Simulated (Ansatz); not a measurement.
The system is Ta.

```xyz
1
Lattice="-1.6513 1.6513 1.6513 1.6513 -1.6513 1.6513 1.6513 1.6513 -1.6513" Properties=species:S:1:pos:R:3 pbc="T T T"
Ta    0.0000    0.0000    0.0000
```

| Quantity | Value |
| --- | --- |
| Program | Ansatz 0.2.0 |
| Task | relaxation of cell and atoms |
| Functional | HSE06 |
| Potentials or basis | Ansatz PAW |
| Cutoff | 420 eV (not typed: the program's choice for these potentials) |
| k mesh | 6 × 6 × 6 |
| Occupations | fermi-dirac, width 0.05 eV |
| Spin | no spin polarisation |

At the start: volume 18.01 Å³/atom.

Question: How do energy, volume and symmetry change on relaxing?

Answer: It ends after 4 steps and the volume is 18.43 Å³/atom (+2.3 %); space group Im-3m (No. 229, to 0.05 Å).

The path:
```tsv
step	energy change (eV)	largest force (eV/Å)	volume (Å³)
1	0.0000	0.0000	18.01
2	-0.0061	0.0000	18.45
3	-0.0061	0.0000	18.43
4	-0.0063	0.0000	18.43
```

Final structure:
```xyz
1
Lattice="-1.6640 1.6640 1.6640 1.6640 -1.6640 1.6640 1.6640 1.6640 -1.6640" Properties=species:S:1:pos:R:3 pbc="T T T"
Ta    0.0000    0.0000    0.0000
```

Caveat: the k mesh is coarse (spacing up to 0.45 Å⁻¹), so the values aren't converged, least of all with exact exchange; the plane-wave basis is chosen anew once the cell has moved, so the energies of steps on either side of that aren't comparable; the PAW data sets come from PBE, with cores solved anew for the run's functional, which leaves a small shift of forces and pressure.
